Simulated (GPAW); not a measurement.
# B/Pt(110): work function by functional and basis

How far do functional and basis move the work function of B/Pt(110)?

Main program and level: GPAW 26.7.0; GPAW, PAW setups; slab in vacuum, relaxation, in the first sound run; inputs show where later runs differ.

Most raw output is cut from this account.

### 1. Starting point

The cell holds 6 atoms: 5 Pt and 1 B. Cell: a = 3.920 Å, b = 2.772 Å, c = 21.744 Å, α = 90.0°, β = 90.0°, γ = 90.0°. Vacuum lies along c.

### 2. Relaxing the atoms

Forces are removed first; all later runs use this geometry. The lowest 3 atoms are held at bulk positions and keep their forces.

run.py

```python
import json
import numpy as np
from ase import Atoms
from ase.constraints import FixAtoms
from ase.optimize import BFGS
from gpaw import GPAW, PW

slab = Atoms(
    ['Pt', 'Pt', 'Pt', 'Pt', 'Pt', 'B'],
    positions=[
        [0.00000, 0.00000, 7.00000],
        [1.96000, 1.38593, 8.38593],
        [0.00000, 0.00000, 9.77186],
        [1.96000, 1.38593, 11.15779],
        [0.00000, 0.00000, 12.54372],
        [0.00000, 0.00000, 14.74372]],
    cell=[[3.92, 0.0, 0.0], [0.0, 2.77186, 0.0], [0.0, 0.0, 21.74372]],
    pbc=[True, True, False])

slab.calc = GPAW(mode=PW(500), xc='PBE', kpts={'size': (8, 11, 1), 'gamma': True},
                 occupations={'name': 'fermi-dirac', 'width': 0.1}, nbands='200%',
                 convergence={'density': 1e-05}, maxiter=200,
                 poissonsolver={'dipolelayer': 'xy'},
                 symmetry={'tolerance': 1e-3, 'extra_ids': [1, 1, 1, 0, 0, 0]}, txt='slab.txt')
result = {}
slab.set_constraint(FixAtoms([0, 1, 2]))
path = []
opt = BFGS(slab, maxstep=0.2)
opt.attach(lambda: path.append((slab.get_potential_energy(), slab.positions.tolist(), slab.get_forces().tolist())))
result['relaxed'] = bool(opt.run(fmax=0.03, steps=40))
result['path'] = path
energy = slab.get_potential_energy()
fermi = slab.calc.get_fermi_level()
v = slab.calc.get_electrostatic_potential().mean((0, 1)) - fermi
n = slab.calc.get_pseudo_density().mean((0, 1))
L = slab.cell[2, 2]
z = np.arange(len(v)) * L / len(v)
low, high = slab.positions[:, 2].min(), slab.positions[:, 2].max()
below, above = np.interp([low - 4.8, high + 4.8], z, v)
slopes = [np.interp(x, z, np.gradient(v, z)) for x in (low - 4.8, high + 4.8)]
eps = np.array([[slab.calc.get_eigenvalues(k, s) for k in range(len(slab.calc.get_ibz_k_points()))]
                for s in range(slab.calc.get_number_of_spins())]) - fermi
top, bottom = eps[eps < 0].max(), eps[eps > 0].min()
dipole = slab.get_dipole_moment()[2]
print(f'energy {energy:.4f} eV, Fermi level {fermi:.4f} eV, dipole {dipole:.5f} e A')
print(f'potential 4.8 A off the faces, from the Fermi level: lower {below:.4f} eV, upper {above:.4f} eV')
print(f'slope of the potential there: lower {slopes[0]:.5f}, upper {slopes[1]:.5f} eV/A')
print(f'nearest levels on the mesh: {top:.4f} and {bottom:.4f} eV')
print('magnetic moment', round(slab.get_magnetic_moment(), 3))
result.update(energy=energy, fermi=fermi, dipole=dipole, below=below, above=above, slopes=slopes, edges=[top, bottom],
              z=z.tolist(), v=v.tolist(), n=n.tolist(), positions=slab.positions.tolist(),
              forces=slab.get_forces(apply_constraint=False).tolist(), moments=slab.get_magnetic_moments().tolist())
json.dump(result, open('result.json', 'w'))
```

Started as:

```sh
> OMP_NUM_THREADS=1 OPENBLAS_NUM_THREADS=1 python run.py
```

Run time: 89 min. Hardware: 1 thread of Arm Neoverse V2, shared host; peak memory 0.49 GiB.

The steps of the relaxation:

```csv
step,energy less that of the first step (eV),largest force (eV/Å)
1,0.0000,3.0619
2,-0.2703,2.8401
3,-0.5219,4.4057
4,-0.6771,1.6473
5,-0.7558,0.7194
6,-0.7744,0.5731
7,-0.7801,0.3916
8,-0.7921,0.1411
9,-0.7928,0.0772
10,-0.7929,0.0346
11,-0.7930,0.0440
12,-0.7933,0.0737
13,-0.7934,0.0664
14,-0.7936,0.0178
```

The atoms that moved most (Å):

```csv
atom,dx,dy,dz,length
B6,0.000,0.000,-0.225,0.225
Pt4,0.000,0.000,0.139,0.139
Pt5,0.000,0.000,0.122,0.122
```

Final coordinates:

```
Pt B
1.0
     3.92000    0.00000    0.00000
     0.00000    2.77186    0.00000
     0.00000    0.00000   21.74372
Pt B
5 1
Direct
  0.00000 0.00000 0.32193
  0.50000 0.50000 0.38567
  0.00000 0.00000 0.44941
  0.50000 0.50000 0.51952
  0.00000 0.00000 0.58249
  0.00000 0.00000 0.66774
```

Numbers from this step:

* dipole along the normal: -0.02582 e·Å
* levels nearest the Fermi level on the mesh: -5.26e-4, 0.009113 eV from the Fermi level
* upper work function: 5.825 eV
* lower work function: 5.396 eV

The electrostatic potential energy of an electron (without an applied field's), less the Fermi level, planar mean oscillates, so the rows of the table below give means over windows of 1.45 Å about each position, cut where the curve ends. Its maxima inside the range that stand out by 2 % of the span (Å: eV): 7.7: -7.73, 9.1: -8.23, 10.5: -5.83, 12.0: -8.56, 13.8: 1.91. Its minima: 7.1: -14.8, 8.4: -15.8, 9.8: -15.6, 11.3: -15.8, 12.7: -15.2, 14.5: -5.28.

Electrostatic potential energy of an electron (without an applied field's), less the Fermi level, planar mean against z; means over each step:

```csv
z (Å),"electrostatic potential energy of an electron (without an applied field's), less the Fermi level, planar mean (eV)"
0.72,5.42
2.17,5.40
3.62,5.39
5.07,5.00
6.52,-6.12
7.97,-11.8
9.42,-11.8
10.87,-10.7
12.32,-11.7
13.77,-1.43
15.22,1.62
16.67,5.73
18.12,5.82
19.57,5.83
21.02,5.81
```

The pseudo valence density, planar mean oscillates, so the rows of the table below give means over windows of 1.45 Å about each position, cut where the curve ends. Its maxima inside the range that stand out by 2 % of the span (Å: e/Å³): 7.1: 1.50, 8.3: 1.55, 9.8: 1.55, 11.2: 1.53, 12.7: 1.53. Its minima: 7.6: 0.668, 9.1: 0.641, 10.5: 0.538, 12.0: 0.648.

Table of pseudo valence density, planar mean by z; means over each step:

z (Å), pseudo valence density, planar mean (e/Å³) and a bar:
```
     2.17       0.00 
     3.62       0.00 
     5.07       0.02 
     6.52       0.74 #####################
     7.97       1.06 ##############################
     9.42       1.05 ##############################
    10.87       0.98 ############################
    12.32       1.04 #############################
    13.77       0.29 ########
    15.22       0.09 ###
    16.67       0.00 
    18.12       0.00
```

The relaxation lowered the energy of the cell by 0.794 eV (energies extrapolated to zero smearing; the optimiser's log prints free energies). The largest force left on a free atom is 0.018 eV/Å.

### 3. The slab's potential

The work function is the vacuum plateau of the electrostatic potential less the Fermi level; a dipole layer lets the two faces have plateaus of their own.

This step: GPAW, PAW setups; slab in vacuum (GPAW 26.7.0).

run.py: that of step 2 with these lines changed.

```diff
@@ -3,4 +3,2 @@
 from ase import Atoms
-from ase.constraints import FixAtoms
-from ase.optimize import BFGS
 from gpaw import GPAW, PW
@@ -13,5 +11,5 @@
         [0.00000, 0.00000, 9.77186],
-        [1.96000, 1.38593, 11.15779],
-        [0.00000, 0.00000, 12.54372],
-        [0.00000, 0.00000, 14.74372]],
+        [1.96000, 1.38593, 11.29629],
+        [-0.00000, -0.00000, 12.66557],
+        [0.00000, 0.00000, 14.51905]],
     cell=[[3.92, 0.0, 0.0], [0.0, 2.77186, 0.0], [0.0, 0.0, 21.74372]],
@@ -23,10 +21,4 @@
                  poissonsolver={'dipolelayer': 'xy'},
-                 symmetry={'tolerance': 1e-3, 'extra_ids': [1, 1, 1, 0, 0, 0]}, txt='slab.txt')
+                 symmetry={'tolerance': 1e-3}, txt='slab.txt')
 result = {}
-slab.set_constraint(FixAtoms([0, 1, 2]))
-path = []
-opt = BFGS(slab, maxstep=0.2)
-opt.attach(lambda: path.append((slab.get_potential_energy(), slab.positions.tolist(), slab.get_forces().tolist())))
-result['relaxed'] = bool(opt.run(fmax=0.03, steps=40))
-result['path'] = path
 energy = slab.get_potential_energy()
```

Elapsed: 7.9 min, on 1 thread; peak memory 0.48 GiB.

Numbers from this step:

| Item | Value |
| --- | --- |
| dipole along the normal | -0.02568 e·Å |
| levels nearest the Fermi level on the mesh | -8.00e-4, 0.009139 eV from the Fermi level |
| lower work function | 5.397 eV |

The electrostatic potential energy of an electron (without an applied field's), less the Fermi level, planar mean oscillates, so the rows of the table below give means over windows of 1.45 Å about each position, cut where the curve ends. Its maxima inside the range that stand out by 2 % of the span (Å: eV): 7.7: -7.73, 9.1: -8.23, 10.5: -5.83, 12.0: -8.56, 13.8: 1.91. Its minima: 7.1: -14.8, 8.4: -15.8, 9.8: -15.6, 11.3: -15.8, 12.7: -15.2, 14.5: -5.28.

Table of electrostatic potential energy of an electron (without an applied field's), less the Fermi level, planar mean by z; means over each step:

```csv
z (Å),"electrostatic potential energy of an electron (without an applied field's), less the Fermi level, planar mean (eV)"
0.72,5.42
2.17,5.40
3.62,5.39
5.07,5.00
6.52,-6.12
7.97,-11.8
9.42,-11.8
10.87,-10.7
12.32,-11.7
13.77,-1.43
15.22,1.62
16.67,5.73
18.12,5.82
19.57,5.82
21.02,5.81
```

The pseudo valence density, planar mean oscillates, so the rows of the table below give means over windows of 1.45 Å about each position, cut where the curve ends. Its maxima inside the range that stand out by 2 % of the span (Å: e/Å³): 7.1: 1.50, 8.3: 1.55, 9.8: 1.55, 11.2: 1.53, 12.7: 1.53. Its minima: 7.6: 0.668, 9.1: 0.641, 10.5: 0.538, 12.0: 0.648.

Table of pseudo valence density, planar mean by z; means over each step:

```csv
z (Å),"pseudo valence density, planar mean (e/Å³)"
2.17,6.6e-6
3.62,3.2e-4
5.07,0.0176
6.52,0.738
7.97,1.06
9.42,1.05
10.87,0.976
12.32,1.04
13.77,0.288
15.22,0.0924
16.67,0.00434
18.12,7.3e-5
```

Force by atom:

```csv
atom,x (eV/Å),y (eV/Å),z (eV/Å),size
Pt1,0.000,0.000,0.221,0.221
Pt2,0.000,0.000,-0.780,0.780
Pt3,0.000,0.000,0.537,0.537
Pt4,0.000,0.000,0.004,0.004
Pt5,0.000,0.000,-0.004,0.004
B6,0.000,0.000,0.016,0.016
```

The potential is flat to 3.4e-4 eV/Å where it is read, so the vacuum is wide enough.

### 4. Self-consistent run: xc = "RPBE"

The same geometry under RPBE, to see how far the functional moves the levels against the vacuum.

run.py: that of step 3 with these lines changed.

```diff
@@ -17,3 +17,3 @@
 
-slab.calc = GPAW(mode=PW(500), xc='PBE', kpts={'size': (8, 11, 1), 'gamma': True},
+slab.calc = GPAW(mode=PW(500), xc='RPBE', kpts={'size': (8, 11, 1), 'gamma': True},
                  occupations={'name': 'fermi-dirac', 'width': 0.1}, nbands='200%',
```

Run time: 8.1 min. Hardware: 1 thread; peak memory 0.48 GiB.

Numbers from this step:

```
dipole along the normal                    : -0.03109 e·Å
levels nearest the Fermi level on the mesh : -0.01138, 0.01039 eV from the Fermi level
upper work function                        : 5.754 eV
lower work function                        : 5.236 eV
```

The electrostatic potential energy of an electron (without an applied field's), less the Fermi level, planar mean oscillates, so the rows of the table below give means over windows of 1.45 Å about each position, cut where the curve ends. Its maxima inside the range that stand out by 2 % of the span (Å: eV): 7.7: -7.81, 9.1: -8.31, 10.5: -5.92, 12.0: -8.64, 13.8: 1.78. Its minima: 7.1: -14.9, 8.4: -15.9, 9.8: -15.7, 11.3: -15.9, 12.7: -15.2, 14.5: -5.40.

The electrostatic potential energy of an electron (without an applied field's), less the Fermi level, planar mean by z; means over each step:

```csv
z (Å),"electrostatic potential energy of an electron (without an applied field's), less the Fermi level, planar mean (eV)"
0.72,5.27
2.17,5.24
3.62,5.23
5.07,4.83
6.52,-6.22
7.97,-11.8
9.42,-11.9
10.87,-10.7
12.32,-11.8
13.77,-1.55
15.22,1.54
16.67,5.65
18.12,5.75
19.57,5.75
21.02,5.73
```

The pseudo valence density, planar mean oscillates, so the rows of the table below give means over windows of 1.45 Å about each position, cut where the curve ends. Its maxima inside the range that stand out by 2 % of the span (Å: e/Å³): 7.1: 1.50, 8.3: 1.55, 9.8: 1.55, 11.2: 1.53, 12.7: 1.53. Its minima: 7.6: 0.668, 9.1: 0.641, 10.5: 0.537, 12.0: 0.648.

The pseudo valence density, planar mean by z; means over each step:

z (Å), pseudo valence density, planar mean (e/Å³) and a bar:
```
     2.17       0.00 
     3.62       0.00 
     5.07       0.02 
     6.52       0.74 #####################
     7.97       1.06 ##############################
     9.42       1.05 ##############################
    10.87       0.98 ############################
    12.32       1.04 #############################
    13.77       0.29 ########
    15.22       0.09 ###
    16.67       0.00 
    18.12       0.00
```

Force by atom:

```csv
atom,x (eV/Å),y (eV/Å),z (eV/Å),size
Pt1,0.000,0.000,-0.058,0.058
Pt2,0.000,0.000,-0.812,0.812
Pt3,0.000,0.000,0.566,0.566
Pt4,0.000,0.000,0.027,0.027
Pt5,0.000,0.000,-0.015,0.015
B6,0.000,0.000,0.292,0.292
```

The upper face's work function is 5.754 eV, against 5.825 eV in the first plane-wave PBE run at this geometry.

### 5. Self-consistent run: xc = "LDA"

The same geometry under LDA, to see how far the functional moves the levels against the vacuum.

run.py: that of step 4 with these lines changed.

```diff
@@ -17,3 +17,3 @@
 
-slab.calc = GPAW(mode=PW(500), xc='RPBE', kpts={'size': (8, 11, 1), 'gamma': True},
+slab.calc = GPAW(mode=PW(500), xc='LDA', kpts={'size': (8, 11, 1), 'gamma': True},
                  occupations={'name': 'fermi-dirac', 'width': 0.1}, nbands='200%',
```

Elapsed: 7.8 min, on 1 thread; peak memory 0.48 GiB.

Numbers from this step:

* dipole along the normal: -0.01246 e·Å
* levels nearest the Fermi level on the mesh: -0.03822, 0.001786 eV from the Fermi level
* upper work function: 5.981 eV
* lower work function: 5.772 eV

The electrostatic potential energy of an electron (without an applied field's), less the Fermi level, planar mean oscillates, so the rows of the table below give means over windows of 1.45 Å about each position, cut where the curve ends. Its maxima inside the range that stand out by 2 % of the span (Å: eV): 7.7: -7.37, 9.1: -7.86, 10.5: -5.46, 12.0: -8.21, 13.8: 2.21. Its minima: 7.1: -14.5, 8.4: -15.5, 9.8: -15.3, 11.3: -15.5, 12.7: -14.9, 14.5: -5.09.

The electrostatic potential energy of an electron (without an applied field's), less the Fermi level, planar mean by z; means over each step:

```csv
z (Å),"electrostatic potential energy of an electron (without an applied field's), less the Fermi level, planar mean (eV)"
0.72,5.79
2.17,5.77
3.62,5.77
5.07,5.38
6.52,-5.77
7.97,-11.4
9.42,-11.5
10.87,-10.3
12.32,-11.3
13.77,-1.14
15.22,1.76
16.67,5.88
18.12,5.98
19.57,5.98
21.02,5.97
```

The upper face's work function is 5.981 eV, against 5.825 eV in the first plane-wave PBE run at this geometry.

### 6. OptPBE vdW: xc = "optPBE-vdW"

The same geometry under optPBE-vdW, to see how far the functional moves the levels against the vacuum (the van der Waals functionals take revPBE setups).

run.py: that of step 5 with these lines changed.

```diff
@@ -17,3 +17,3 @@
 
-slab.calc = GPAW(mode=PW(500), xc='LDA', kpts={'size': (8, 11, 1), 'gamma': True},
+slab.calc = GPAW(mode=PW(500), xc='optPBE-vdW', kpts={'size': (8, 11, 1), 'gamma': True},
                  occupations={'name': 'fermi-dirac', 'width': 0.1}, nbands='200%',
```

Wall time 7.7 min (1 thread); peak memory 0.67 GiB.

This step gave:

| Item | Value |
| --- | --- |
| dipole along the normal | -0.02629 e·Å |
| levels nearest the Fermi level on the mesh | -0.01835, 9.26e-4 eV from the Fermi level |
| upper work function | 6.024 eV |
| lower work function | 5.586 eV |

The upper face's work function is 6.024 eV, against 5.825 eV in the first plane-wave PBE run at this geometry.

### 7. Self-consistent run: xc = "revPBE"

The same geometry under revPBE, to see how far the functional moves the levels against the vacuum.

run.py: that of step 6 with these lines changed.

```diff
@@ -17,3 +17,3 @@
 
-slab.calc = GPAW(mode=PW(500), xc='optPBE-vdW', kpts={'size': (8, 11, 1), 'gamma': True},
+slab.calc = GPAW(mode=PW(500), xc='revPBE', kpts={'size': (8, 11, 1), 'gamma': True},
                  occupations={'name': 'fermi-dirac', 'width': 0.1}, nbands='200%',
```

Run time: 8.2 min. Hardware: 1 thread; peak memory 0.48 GiB.

Numbers from this step:

```yaml
dipole_along_the_normal: -0.02982 e·Å
levels_nearest_the_fermi_level_on_the_mesh: -0.009203, 0.01213 eV from the Fermi level
upper_work_function: 5.749 eV
lower_work_function: 5.252 eV
```

The electrostatic potential energy of an electron (without an applied field's), less the Fermi level, planar mean oscillates, so the rows of the table below give means over windows of 1.45 Å about each position, cut where the curve ends. Its maxima inside the range that stand out by 2 % of the span (Å: eV): 7.7: -7.79, 9.1: -8.29, 10.5: -5.90, 12.0: -8.62, 13.8: 1.81. Its minima: 7.1: -14.9, 8.4: -15.9, 9.8: -15.7, 11.3: -15.9, 12.7: -15.2, 14.5: -5.38.

Electrostatic potential energy of an electron (without an applied field's), less the Fermi level, planar mean against z; means over each step:

```csv
z (Å),"electrostatic potential energy of an electron (without an applied field's), less the Fermi level, planar mean (eV)"
0.72,5.28
2.17,5.25
3.62,5.24
5.07,4.86
6.52,-6.19
7.97,-11.8
9.42,-11.9
10.87,-10.7
12.32,-11.7
13.77,-1.52
15.22,1.55
16.67,5.65
18.12,5.75
19.57,5.75
21.02,5.73
```

The upper face's work function is 5.749 eV, against 5.825 eV in the first plane-wave PBE run at this geometry.

### 8. Self-consistent run: xc = "vdW-DF2"

The same geometry under vdW-DF2, to see how far the functional moves the levels against the vacuum (the van der Waals functionals take revPBE setups).

run.py: that of step 7 with these lines changed.

```diff
@@ -17,3 +17,3 @@
 
-slab.calc = GPAW(mode=PW(500), xc='revPBE', kpts={'size': (8, 11, 1), 'gamma': True},
+slab.calc = GPAW(mode=PW(500), xc='vdW-DF2', kpts={'size': (8, 11, 1), 'gamma': True},
                  occupations={'name': 'fermi-dirac', 'width': 0.1}, nbands='200%',
```

Wall time 7.9 min (1 thread); peak memory 0.67 GiB.

Numbers from this step:

```yaml
dipole_along_the_normal: -0.02875 e·Å
levels_nearest_the_fermi_level_on_the_mesh: -0.008009, 5.75e-4 eV from the Fermi level
upper_work_function: 6.240 eV
lower_work_function: 5.760 eV
```

The electrostatic potential energy of an electron (without an applied field's), less the Fermi level, planar mean oscillates, so the rows of the table below give means over windows of 1.45 Å about each position, cut where the curve ends. Its maxima inside the range that stand out by 2 % of the span (Å: eV): 7.7: -8.00, 9.1: -8.51, 10.5: -6.14, 12.0: -8.84, 13.8: 1.76. Its minima: 7.1: -15.0, 8.4: -16.1, 9.8: -15.9, 11.3: -16.1, 12.7: -15.4, 14.5: -5.13.

Electrostatic potential energy of an electron (without an applied field's), less the Fermi level, planar mean against z; means over each step:

```csv
z (Å),"electrostatic potential energy of an electron (without an applied field's), less the Fermi level, planar mean (eV)"
0.72,5.79
2.17,5.76
3.62,5.75
5.07,5.28
6.52,-6.17
7.97,-12.0
9.42,-12.1
10.87,-11.0
12.32,-11.9
13.77,-1.54
15.22,1.93
16.67,6.13
18.12,6.24
19.57,6.24
21.02,6.22
```

The upper face's work function is 6.240 eV, against 5.825 eV in the first plane-wave PBE run at this geometry.

### 9. Real-space grid: mode = "fd"

A real-space grid is a second complete basis, so it checks the plane-wave result.

run.py: that of step 8 with these lines changed.

```diff
@@ -3,3 +3,3 @@
 from ase import Atoms
-from gpaw import GPAW, PW
+from gpaw import GPAW
 
@@ -17,3 +17,3 @@
 
-slab.calc = GPAW(mode=PW(500), xc='vdW-DF2', kpts={'size': (8, 11, 1), 'gamma': True},
+slab.calc = GPAW(mode='fd', h=0.18, xc='PBE', kpts={'size': (8, 11, 1), 'gamma': True},
                  occupations={'name': 'fermi-dirac', 'width': 0.1}, nbands='200%',
```

Run time: 30 min. Hardware: 1 thread; peak memory 2.1 GiB.

Numbers from this step:

| Item | Value |
| --- | --- |
| dipole along the normal | -0.02575 e·Å |
| levels nearest the Fermi level on the mesh | -0.001824, 0.008997 eV from the Fermi level |
| upper work function | 5.825 eV |
| lower work function | 5.396 eV |

The upper face's work function is 5.825 eV, against 5.825 eV in the first plane-wave PBE run at this geometry.

(Continued in part 2 of 2.)

[Logs are printed without paths, hosts, clocks, repeated set-up lines and the standing remarks that a program may print on its own settings, such as how far it seeks lower states.]

[Hosts, paths, dates, database ids (printed as entryN), source tags and the programs' standing remarks are cut or masked in the printed files.]
